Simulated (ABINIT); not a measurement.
Runs of ABINIT 10.8.3 (patched build) on ZnO (zincite). It takes space group P6_3mc (No. 186, hexagonal). Conventional cell: a = 3.249 Å, b = 3.249 Å, c = 5.206 Å, α = 90.00°, β = 90.00°, γ = 120.00°. Zn (site symmetry 3m) has 4 O at 1.97 to 1.98 Å as nearest neighbours. O (site symmetry 3m) is surrounded by 4 Zn at 1.97 to 1.98 Å. 

```csv
task,level,potentials or basis,cell,k mesh,cutoff (eV),fine-grid cutoff,mesh quality,gap on the mesh (eV),pressure (GPa),largest force (eV/Å)
single point,LDA,JTH PAW LDA v2.0,as given,5 × 5 × 3,626,1224.51 eV,coarse,0.72,-7.7,0.05
single point,r2SCAN,JTH PAW PBE v2.0,as given,5 × 5 × 3,762,1360.57 eV,coarse,(b),-1.2,0.07
single point,PBEsol,JTH PAW PBE v2.0,as given,5 × 5 × 3,626,1224.51 eV,coarse,(a),-1.8,0.06
single point,LDA,PseudoDojo NC SR LDA v0.4.1 standard,cell relaxed,7 × 7 × 4,980,-,not flagged,0.86,-,-
single point,LDA,JTH PAW LDA v2.0,as given,7 × 7 × 4,626,1224.51 eV,not flagged,0.72,-7.7,0.05
single point,PBE,JTH PAW PBE v2.0,as given,4 × 4 × 2,626,1224.51 eV,coarse,0.79,4.3,0.07
band structure,LDA-PZ,JTH PAW LDA v2.0,as given,9 × 9 × 5,626,1224.51 eV,not flagged,0.72,-7.6,0.05
single point,PBE,JTH PAW PBE v2.0,as given,7 × 7 × 4,626,1224.51 eV,not flagged,0.79,4.3,0.07
```

Alike in all rows: no spin polarisation; smearing fermi-dirac 0.05 eV.

Question: Fill in the values left out.

Answer: (a) 0.68; (b) 1.21.

Caveats: some runs use coarse meshes; the PAW data sets were made with another functional, which shifts forces and pressure a little (some runs).

The runs don't all hold the same shells in valence.
